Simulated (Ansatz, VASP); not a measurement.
This is a calculation of PbS (Galena) for Ansatz 0.2.0.

Contents of input.yaml:

```yaml
crystal:
  lattice:
    - [0.0, 2.9853913009, 2.9853913009]
    - [2.9853913009, 0.0, 2.9853913009]
    - [2.9853913009, 2.9853913009, 0.0]
  atoms:
    - { symbol: Pb, position: [0.0, 0.0, 0.0] }
    - { symbol: S, position: [0.5, 0.5, 0.5] }
hamiltonian:
  xc: pbe
  pseudopotentials: { kind: paw }
kpoints:
  mp_grid: { grid: [8, 8, 8] }
scf:
  occupations: { method: fermi_dirac, width: 0.05 }
output:
  forces: true
  stress: true
  eigenvalues: true
```

Potentials or basis: Ansatz PAW.

Launch:

```console
$ ansatz run input.yaml --threads 1 --pin off --max-ram 3584MiB --backend cpu --events-out ev --progress --plain --runs-dir out
```

Task: Translate it to VASP 6.6.1. Potentials there: VASP PAW PBE potentials, release 64 (Pb_d, S).

Result: As run (the cutoff follows the program's own potentials):

The input INCAR:

```
PREC     = Accurate       # precision mode
ENCUT    = 520            # plane-wave cutoff, eV
EDIFF    = 1E-7           # SCF threshold, eV
ISMEAR   = -1             # smearing method
SIGMA    = 0.05           # smearing width, eV
LREAL    = F              # projectors in reciprocal space
LASPH    = T              # aspherical terms in the spheres
NELM     = 100            # most SCF steps
ALGO     = Normal         # electronic algorithm
ISIF     = 2              # what is computed and relaxed
LWAVE    = F              # write WAVECAR
LCHARG   = F              # write CHGCAR
GGA      = PE             # functional
NBANDS   = 17             # bands
```

File KPOINTS:

```
regular mesh
0
Gamma
  8 8 8
```

Contents of POSCAR:

```
PbS
1.0
    0.0000000000      2.9853913009      2.9853913009
    2.9853913009      0.0000000000      2.9853913009
    2.9853913009      2.9853913009      0.0000000000
Pb S
1 1
Direct
    0.0000000000      0.0000000000      0.0000000000
    0.5000000000      0.5000000000      0.5000000000
```

Potentials or basis: VASP PAW PBE potentials, release 64 (Pb_d, S).

The run is started by

```bash
$ cat potpaw_PBE.64/Pb_d/POTCAR potpaw_PBE.64/S/POTCAR > POTCAR
$ mpirun -np 1 vasp_std > vasp.out
```

Both were run:

|  | VASP | Ansatz | Ansatz less VASP |
| --- | --- | --- | --- |
| gap on the k mesh at the Fermi level (eV) | 0.44 | 0.43 | -0.007 |
| least direct gap on the mesh (eV) | 0.44 | 0.43 | -0.007 |
| pressure (GPa) | 1.0 | 1.0 | +0.07 |

Caveats: spin-orbit coupling is left out, which as a rule narrows the gap of such compounds by several tenths of an eV. A k mesh can miss the band edges.
